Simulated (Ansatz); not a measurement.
# NiSi2/ZnS/CoSi2: conductance against the thickness of the layer, part 3 of 5

How fast does the current through NiSi2/ZnS/CoSi2 fall with each added layer? The lower electrode is NiSi2 fluorite(111), the upper one CoSi2 fluorite(111) turned by 180 degrees (type B); the barrier is ZnS wurtzite(0001) (whole bilayers). In the first transport cell, after relaxation, the nearest pair of electrode and barrier is Si–S at 2.33 Å, along the normal, at the lower face and Si–Zn at 2.48 Å, along the normal, at the upper one. All share a net of side 3.84 Å, which strains the lower electrode by +0.0 %, the upper one by +1.3 % and the barrier by -0.3 %, against typed lattice constants near PBE's. The first steps treat the bulk electrodes alone.

Ansatz 0.2.0; PBE DFT, plane waves, PAW files (the session's first sound run).

So far. Step 4 (Relaxing the interfaces): The largest force component on a free atom ends at 0.024 eV/Å. The work functions of the outer faces are 5.35 and 4.85 eV.

**5. Transmission over a wide range of energy**

This step: PBE DFT, plane waves, PAW files; ballistic transmission by layer matching between semi-infinite leads (Ansatz 0.2.0).

System of this step: NiSi2/ZnS/CoSi2. The cell holds 55 atoms: 34 Si, 8 Ni, 2 S, 2 Zn and 9 Co. Its edges and angles: a = 3.840 Å, b = 3.840 Å, c = 73.243 Å, α = 90.0°, β = 90.0°, γ = 120.0°. Regions: left electrode, 25 atoms (17 Si and 8 Ni); barrier, 4 atoms (2 S and 2 Zn); right electrode, 26 atoms (17 Si and 9 Co). Vacuum lies along c.

The relaxed core is set between ideal electrode layers (this cell holds 4 atomic planes between the electrodes; where that differs from the relaxed slab, whole periods were copied in or cut out without a new relaxation), which the solver continues as semi-infinite leads. A wide energy window on a coarse mesh (12×12) shows where the Fermi level lies against the barrier's bands; the projected density of states shows how far the metals' states reach in.

input.yaml reads:

```yaml
crystal:
  lattice:
    - [3.84, 0.0, 0.0]
    - [-1.92, 3.3255375505, 0.0]
    - [0.0, 0.0, 73.2426415061]
  atoms:
    - { symbol: Si, position: [0.0, 0.0, 0.0955727409] }
    - { symbol: Si, position: [0.66666667, 0.33333333, 0.116895255] }
    - { symbol: Ni, position: [0.0, 0.0, 0.1278248806] }
    - { symbol: Si, position: [0.33333333, 0.66666667, 0.1387545062] }
    - { symbol: Si, position: [0.0, 0.0, 0.1600770204] }
    - { symbol: Ni, position: [0.33333333, 0.66666667, 0.171006646] }
    - { symbol: Si, position: [0.66666667, 0.33333333, 0.1819362716] }
    - { symbol: Si, position: [0.33333333, 0.66666667, 0.2032587857] }
    - { symbol: Ni, position: [0.66666667, 0.33333333, 0.2141884113] }
    - { symbol: Si, position: [0.0, 0.0, 0.2251180369] }
    - { symbol: Si, position: [0.66666667, 0.33333333, 0.246440551] }
    - { symbol: Ni, position: [0.0, 0.0, 0.2573701766] }
    - { symbol: Si, position: [0.33333333, 0.66666667, 0.2682998022] }
    - { symbol: Si, position: [0.0, 0.0, 0.2896223164] }
    - { symbol: Ni, position: [0.33333333, 0.66666667, 0.300551942] }
    - { symbol: Si, position: [0.66666667, 0.33333333, 0.3114815676] }
    - { symbol: Si, position: [0.33333333, 0.66666667, 0.3328040817] }
    - { symbol: Ni, position: [0.66666667, 0.33333333, 0.3437337073] }
    - { symbol: Si, position: [0.0, 0.0, 0.3546633329] }
    - { symbol: Si, position: [0.66666667, 0.33333333, 0.375985847] }
    - { symbol: Ni, position: [0.0, 0.0, 0.3869154727] }
    - { symbol: Si, position: [0.33333333, 0.66666667, 0.3978450983] }
    - { symbol: Si, position: [0.0, 0.0, 0.4191676124] }
    - { symbol: Ni, position: [0.33333333, 0.66666667, 0.430097238] }
    - { symbol: Si, position: [0.66666667, 0.33333333, 0.441545635] }
    - { symbol: S, position: [0.66666667, 0.33333333, 0.473340248] }
    - { symbol: Zn, position: [0.0, 0.0, 0.4844645216] }
    - { symbol: S, position: [0.0, 0.0, 0.5164388242] }
    - { symbol: Zn, position: [0.66666667, 0.33333333, 0.5278151225] }
    - { symbol: Si, position: [0.66666667, 0.33333333, 0.5616937852] }
    - { symbol: Co, position: [0.33333333, 0.66666667, 0.569592881] }
    - { symbol: Si, position: [0.0, 0.0, 0.5797820957] }
    - { symbol: Si, position: [0.33333333, 0.66666667, 0.6012579636] }
    - { symbol: Co, position: [0.0, 0.0, 0.6114471783] }
    - { symbol: Si, position: [0.66666667, 0.33333333, 0.6216363929] }
    - { symbol: Si, position: [0.0, 0.0, 0.6431122609] }
    - { symbol: Co, position: [0.66666667, 0.33333333, 0.6533014755] }
    - { symbol: Si, position: [0.33333333, 0.66666667, 0.6634906902] }
    - { symbol: Si, position: [0.66666667, 0.33333333, 0.6849665581] }
    - { symbol: Co, position: [0.33333333, 0.66666667, 0.6951557728] }
    - { symbol: Si, position: [0.0, 0.0, 0.7053449874] }
    - { symbol: Si, position: [0.33333333, 0.66666667, 0.7268208554] }
    - { symbol: Co, position: [0.0, 0.0, 0.7370100701] }
    - { symbol: Si, position: [0.66666667, 0.33333333, 0.7471992847] }
    - { symbol: Si, position: [0.0, 0.0, 0.7686751527] }
    - { symbol: Co, position: [0.66666667, 0.33333333, 0.7788643673] }
    - { symbol: Si, position: [0.33333333, 0.66666667, 0.789053582] }
    - { symbol: Si, position: [0.66666667, 0.33333333, 0.8105294499] }
    - { symbol: Co, position: [0.33333333, 0.66666667, 0.8207186646] }
    - { symbol: Si, position: [0.0, 0.0, 0.8309078792] }
    - { symbol: Si, position: [0.33333333, 0.66666667, 0.8523837472] }
    - { symbol: Co, position: [0.0, 0.0, 0.8625729618] }
    - { symbol: Si, position: [0.66666667, 0.33333333, 0.8727621765] }
    - { symbol: Si, position: [0.0, 0.0, 0.8942380444] }
    - { symbol: Co, position: [0.66666667, 0.33333333, 0.9044272591] }
kpoints:
  mp_grid: { grid: [8, 8, 1] }
scf:
  occupations: { method: fermi_dirac, width: 0.1 }
  max_iter: 150
hamiltonian:
  xc: pbe
output:
  transmission:
    kmesh: [12, 12]
    e_range: [-2, 3]
    de: 0.1
    leads: [[10, 13], [41, 44]]
  dos: { projected: true, e_range: [-6, 5], de: 0.05 }
  write_potential: true
  write_density: true
  volumetric_format: npy
  elf: true
```

The run is started by

```bash
$ ansatz run input.yaml --threads 8 --pin off --max-ram 24576MiB --backend cpu --events-out ev --progress --plain --runs-dir out
```

Numbers of over 12 decimals in the logs are rounded to 6 here.

Output:

```text
[...]
Crystal: 55 atoms, lattice volume = 935.313 Å³
Basis set: ecut = 420 eV, 18233 PW (Γ)
Bands: 290, of which v1, the nominal top of the filled ones, is band 235 counted from 1 (234 counted from 0)
Symmetry: 6 space group operations
[...]
k-points: 10 of 64 (time reversal used)
[...]
SCF iter   1: F=—  HF=-122932.577239 eV  |F-HF|=—  |Δ(HF+E_count)|=         —  Δρ=1.44e-2  dr2=6.39e1  ethr=1.77e-3  ⟨swp⟩=8.5  Hψ=14354  notcnv=0  defer=138
[...]
SCF iter  13: F=-122932.238749 eV  HF=-122932.238749 eV  |F-HF|=5.72e-9  |Δ(HF+E_count)|=   3.31e-8  Δρ=1.82e-6  dr2=4.50e-8  ethr=2.13e-11  ⟨swp⟩=18.9  Hψ=12628  notcnv=0
SCF 1 converged in 13 iterations: F = -122932.238749 eV  dr2 = 4.50e-8
[...]
transmission: 123 of 1197 steps passed
transmission: 249 of 1197 steps passed
[...]
transmission: 1197 of 1197 steps passed
WARN: The output density's exchange-correlation potential varies sharply where the density is thin. Do not read a vacuum level from v_tot or v_xc, or from such a field of the output density. On a cell that repeats whose density bears no net charge and no dipole along the vacuum's axis use v_es (v_loc + v_h of the components); under efield.dipole_correction with no amplitude use v_es + v_field, which holds any externa [...]
SCF converged after 13 iterations
Free energy (F): -122932.238749 eV
[...]
Internal energy: -122931.645519 eV  (E = F + TS)
E sigma→0 (E₀):  -122931.942134 eV
Entropy (-TS):   -0.593230 eV (-10.786 meV/atom)
Fermi energy:    8.887555 eV
[...]
--- Band table (eV; the first three rows and the last of 10) ---
  k-point 0: bands = [... 231 lower, 10.1314, 10.1471, 10.2868, 10.2998, 10.2998, 10.4213, 10.5373, 10.5373, ... 51 higher]
  k-point 1: bands = [... 231 lower, 9.7256, 9.7704, 9.7924, 9.8251, 9.9580, 10.0122, 10.1735, 10.2159, ... 51 higher]
  k-point 2: bands = [... 231 lower, 8.8447, 8.9726, 9.0131, 9.1003, 9.2926, 9.3116, 9.3363, 9.5436, ... 51 higher]
  k-point 9: bands = [... 231 lower, 8.1741, 8.2968, 8.3011, 8.3769, 8.4076, 8.4247, 8.4502, 8.5918, ... 51 higher]
--- Transmission ---
  basis      : 109 plane waves across, 63 finite elements along
  points     : 19, standing for a mesh of 12 x 12
  energies   : 51 from -2.000000 to 3.000000 eV about the Fermi level, 0.100000 eV apart; the leads are filled to 0.000000 eV, and channels, transmission and decay are at 0.000000 eV
  crystal 0  : Si2Ni1, at the sites [10, 13], period 3.1627 Å, over 25.30 Å; its Hamiltonian steps by up to 9.8 meV
    offset         : up to 0.0000 Å between an atom of the period and one for which it stands
    channels       : 1.159722e0 a spin
    conductance    : none, the energies end too early or step too widely for 300 K: set another output.transmission.e_range or a lower de, or, where they end at an eighth of basis.ecutwfc, a higher one
    slowest decay  : 0.0808 /Å at (0.2500, 0.1667)
  crystal 1  : Si2Co1, at the sites [41, 44], period 3.0655 Å, over 25.55 Å; its Hamiltonian steps by up to 4.7 meV
[...]
channels       : 1.270833e0 a spin
[...]
slowest decay  : 0.1079 /Å at (0.4167, 0.0833)
  junction   : crystal 0 to crystal 1, 20.43 to 52.45 Å
    transmission   : 1.469567e-2 a spin
[...]
```

Run time: 2.5 min. Hardware: 8 threads of Intel Xeon 6975P-C (Granite Rapids), shared host; peak memory 10 GiB.

In the SCF lines HF is the Harris–Foulkes energy and dr2 the Hartree energy of the density residual, in eV; the loop may stop once dr2 is under the threshold and the program's other checks hold. Hψ counts applications of the Hamiltonian.

This step gave:

* free energy: -122932.2387 eV
* Fermi energy: 8.888 eV
* level to which the leads are filled: 0 eV from the Fermi level
* transmission at the Fermi level (a spin, zone mean): 0.01470
* channels of the lower lead: 1.160
* channels of the upper lead: 1.271
* potential step in the lower lead: 9.8 meV
* potential step in the upper lead: 4.7 meV

One spin. The transmission, zone mean by energy, zero at the Fermi level:

```tsv
energy (eV)	transmission, zone mean
-2.00	0.0739
-1.80	0.0571
-1.50	0.0825
-1.30	0.0338
-1.10	0.0745
-1.00	0.0566
-0.80	0.0442
-0.60	0.0454
-0.30	0.0162
-0.10	0.0329
0.00	0.0147
0.10	0.0162
0.40	0.0190
0.60	0.0196
0.90	0.0102
1.10	0.0190
1.30	0.0465
1.60	0.0715
1.80	0.0351
2.00	0.0512
2.30	0.275
2.50	0.379
2.60	0.410
2.80	0.313
3.00	0.155
```

One spin. Table of open channels, zone mean by energy, zero at the Fermi level:

```tsv
energy (eV)	lower lead	upper lead
-2.00	1.88	1.55
-1.90	1.84	1.43
-1.70	1.84	1.75
-1.60	1.72	1.96
-1.50	1.59	1.74
-1.30	1.31	1.49
-1.20	1.40	1.67
-1.10	1.19	1.67
-0.90	1.02	1.63
-0.80	1.02	1.67
-0.60	0.854	1.94
-0.50	0.688	1.79
-0.40	0.681	1.83
-0.20	0.910	1.52
-0.10	1.03	1.35
0.00	1.16	1.27
0.20	1.16	1.23
0.30	1.41	1.06
0.40	1.37	0.979
0.60	1.63	0.903
0.70	1.76	0.903
0.80	1.80	0.681
1.00	2.01	0.556
1.10	2.13	0.597
1.20	1.92	0.597
1.40	1.55	0.514
1.50	1.40	0.611
1.60	1.03	0.882
1.80	0.674	0.924
1.90	0.854	1.17
2.10	2.45	1.42
2.20	2.70	1.67
2.30	2.92	1.63
2.50	2.81	1.79
2.60	3.17	1.75
2.70	3.12	1.5
2.90	2.96	0.896
3.00	2.75	0.542
```

Transmission over k1 and k2. At 0.0000 eV from the Fermi level.

Ten even steps from '0' (0.000) to '9' (0.111):
```
000000000000
001101100000
001233210000
000390930000
001304403100
001294049210
000130440310
000003909300
000001233210
000000110110
000000000000
000000000000
```
Columns: k1 (b1) from -0.5 to 0.417; rows upwards: k2 (b2) from -0.5 to 0.417.

Open channels of the lower lead over k1 and k2. At 0.0000 eV from the Fermi level.

Ten even steps from '0' (0.00) to '9' (3.00):
```
333003333003
333636333000
006966960000
303693963033
336636636633
333996669933
333663663663
333036939630
000006966960
300033363633
330033330033
333033333033
```
Columns: k1 (b1) from -0.5 to 0.417; rows upwards: k2 (b2) from -0.5 to 0.417.

Open channels of the upper lead over k1 and k2. At 0.0000 eV from the Fermi level.

Values, 12 rows by 12 columns:
```
0.00 1.00 1.00 1.00 1.00 1.00 1.00 0.00 0.00 0.00 0.00 0.00
1.00 1.00 2.00 2.00 1.00 2.00 2.00 1.00 1.00 0.00 0.00 0.00
1.00 1.00 2.00 2.00 2.00 2.00 2.00 2.00 1.00 1.00 0.00 0.00
1.00 1.00 1.00 2.00 3.00 3.00 3.00 2.00 1.00 1.00 1.00 0.00
0.00 1.00 2.00 2.00 3.00 3.00 3.00 3.00 2.00 2.00 1.00 0.00
0.00 1.00 2.00 2.00 3.00 3.00 3.00 3.00 3.00 2.00 2.00 1.00
0.00 0.00 1.00 2.00 2.00 3.00 3.00 3.00 3.00 2.00 2.00 1.00
1.00 0.00 1.00 1.00 1.00 2.00 3.00 3.00 3.00 2.00 1.00 1.00
1.00 0.00 0.00 1.00 1.00 2.00 2.00 2.00 2.00 2.00 2.00 1.00
1.00 0.00 0.00 0.00 1.00 1.00 2.00 2.00 1.00 2.00 2.00 1.00
0.00 0.00 0.00 0.00 0.00 0.00 1.00 1.00 1.00 1.00 1.00 1.00
0.00 0.00 1.00 1.00 1.00 0.00 0.00 0.00 1.00 1.00 1.00 0.00
```
Columns: k1 (b1) from -0.5 to 0.417; rows upwards: k2 (b2) from -0.5 to 0.417.

Projected DOS an atom over height of the atomic layer and energy from the Fermi level. Layers: Si Si Ni Si Si Ni Si Si Ni Si Si Ni Si Si Ni Si Si Ni Si Si Ni Si Si Ni Si S Zn S Zn Si Co Si Si Co Si Si Co Si Si Co Si Si Co Si Si Co Si Si Co Si Si Co Si Si Co; projections on atoms miss part of the total, and the computed bands can run out at the top of the range; a column is the mean of 4 neighbouring layers, the last of those left over.

Values in states/eV, 22 rows by 14 columns, each cell a mean:
```
0.25 0.20 0.19 0.21 0.21 0.20 0.15 0.20 0.19 0.20 0.21 0.23 0.19 0.19
0.36 0.30 0.28 0.32 0.32 0.32 0.23 0.36 0.35 0.32 0.38 0.39 0.35 0.32
0.44 0.40 0.35 0.39 0.37 0.33 0.28 0.50 0.56 0.55 0.57 0.52 0.43 0.27
0.41 0.40 0.30 0.38 0.40 0.39 0.35 0.31 0.31 0.33 0.30 0.31 0.36 0.42
0.47 0.47 0.38 0.42 0.45 0.40 0.40 0.26 0.30 0.25 0.28 0.31 0.34 0.47
0.43 0.48 0.50 0.55 0.49 0.36 0.35 0.35 0.55 0.60 0.59 0.55 0.53 0.65
0.45 0.30 0.25 0.26 0.25 0.29 0.25 0.20 0.36 0.40 0.37 0.38 0.41 0.41
0.49 0.39 0.34 0.37 0.42 0.35 0.18 0.17 0.17 0.12 0.11 0.11 0.14 0.40
0.34 0.39 0.39 0.44 0.42 0.35 0.15 0.29 0.21 0.16 0.15 0.15 0.16 0.39
0.35 0.32 0.33 0.31 0.30 0.21 0.08 0.24 0.22 0.27 0.25 0.25 0.27 0.50
0.23 0.19 0.24 0.24 0.21 0.18 0.11 0.53 0.42 0.60 0.46 0.47 0.57 1.16
0.31 0.17 0.17 0.19 0.23 0.41 0.27 0.71 0.65 1.06 0.74 0.73 0.95 1.97
0.67 0.40 0.34 0.30 0.31 0.42 0.19 1.08 0.86 1.52 0.85 0.86 1.65 1.63
0.76 0.45 0.53 0.49 0.46 0.78 0.32 1.09 1.30 2.31 1.27 1.26 2.21 0.80
0.67 0.58 0.87 0.60 0.61 1.39 0.52 0.81 0.69 0.96 0.61 0.62 1.00 0.54
0.92 0.78 1.28 0.77 0.78 2.24 0.74 0.45 0.50 0.74 0.54 0.52 0.81 0.73
1.47 1.55 2.92 1.56 1.55 1.95 1.00 0.46 0.58 0.70 0.58 0.57 0.72 0.63
0.80 0.78 1.23 0.77 0.75 0.91 0.69 0.61 0.95 1.11 0.97 0.99 1.06 0.53
0.68 0.67 0.90 0.67 0.71 1.13 0.64 0.43 0.56 0.53 0.53 0.51 0.54 0.31
0.71 1.06 1.33 1.04 1.04 0.89 0.51 0.35 0.40 0.40 0.43 0.43 0.38 0.24
0.37 0.60 0.70 0.61 0.60 0.45 0.43 0.30 0.28 0.23 0.25 0.26 0.27 0.18
0.28 0.35 0.35 0.37 0.34 0.29 0.45 0.27 0.28 0.23 0.27 0.26 0.25 0.16
```
Columns: height of the atomic layer (Å) from 8.77 to 65.2 (not evenly spaced); rows upwards: energy from the Fermi level (eV) from -6 to 5.

Valence density in the ca plane at fractional y = 0.000, with atoms of Si and Ni and Zn and S and Co within 0.2 Å of it. It is the smooth field of the valence electrons, not physical close to the nuclei.

Values in e/Å³, 6 rows by 16 columns, each cell a mean:
```
 0  0  5  8  0  0  0  0  0  1  7  1  1  1  0  0
 0  0  0  0  0  0  0  0  0  0  0  0  0  0  0  0
 0  0  0  0  0  0  0  0  0  0  0  0  0  0  0  0
 0  0  0  0  0  0  0  0  0  0  0  0  0  0  0  0
 0  0  1  1  0  0  0  0  0  0  1  0  1  0  0  0
 0  0  8 15  0  0  0  0  0  2 13  1  1  1  0  0
```
Columns run along c (16.0 Å, from fractional 0.35 to 0.57 of the cell), rows up along a (3.8 Å). Atoms in or near the plane, at fractional coordinates: Si at (0.35, 0.00), Ni at (0.39, 0.00), Si at (0.42, 0.00), Zn at (0.48, 0.00), S at (0.52, 0.00).

ELF in the ca plane at fractional y = 0.000, with atoms of Si and Ni and Zn and S and Co within 0.2 Å of it. It is the smooth field of the valence electrons, not physical close to the nuclei.

Ten even steps from '0' (0.00) to '9' (0.95), each cell a mean:
```
00111000259624873000014422375248833662234310
00111111258888862000135665565223223664576421
01343211135787631112345666544432234455665543
12566531002343211234565444334555554333444555
23577641000011111245665433223466654322233566
23577631000122111235665433323466654333334566
12455321113565421123455555444554454444555544
00222111247888752001235676555322224555676431
00111001258767873000124643475236523663356410
00111000269502773000013323376269943763324310
```
Columns run along c (16.0 Å, from fractional 0.46 to 0.67 of the cell), rows up along a (3.8 Å). Atoms in or near the plane, at fractional coordinates: Zn at (0.48, 0.00), S at (0.52, 0.00), Si at (0.58, 0.00), Co at (0.61, 0.00), Si at (0.64, 0.00).

Electrostatic potential energy in the ca plane at fractional y = 0.000, with atoms of Si and Ni and Zn and S and Co within 0.2 Å of it. With pseudopotentials it is smooth inside the atoms' cores, unlike the true potential.

Ten even steps from '0' (-51 eV) to '9' (14 eV), each cell a mean:
```
99999999999999851016872003785101689999998510
99999999999999975458986447887545899999998754
99999999999999998889998888998888899999999888
99999999999999999999988998899999888899888899
99999999999999999999888888889999888888888899
99999999999999999999988988899999888888888899
99999999999999999999999889999988999999999988
99999999999999987678998778998767899999999876
99999999999999862137884115886213789999998631
99999999999999840015861002784000589999998400
```
Columns run along c (16.0 Å, from fractional 0.01 to 0.23 of the cell; values clipped at the 3rd and 97th percentile), rows up along a (3.8 Å). Atoms in or near the plane, at fractional coordinates: Si at (0.10, 0.00), Ni at (0.13, 0.00), Si at (0.16, 0.00), Si at (0.23, 0.00).

At the Fermi level the transmission is 0.015, as a zone mean for one spin on this coarse mesh. At the Fermi level the layers of this cell's barrier hold from 0.0079 to 0.048 states an eV and atom. In the worse lead the potential repeats within 9.8 meV, which the program lets pass.

[end of part 3 of 5]

[Logs are printed without paths, hosts, clocks, repeated set-up lines and the standing remarks that a program may print on its own settings, such as how far it seeks lower states.]

[Hosts, paths, dates, database ids (printed as entryN), source tags and the programs' standing remarks are cut or masked in the printed files.]
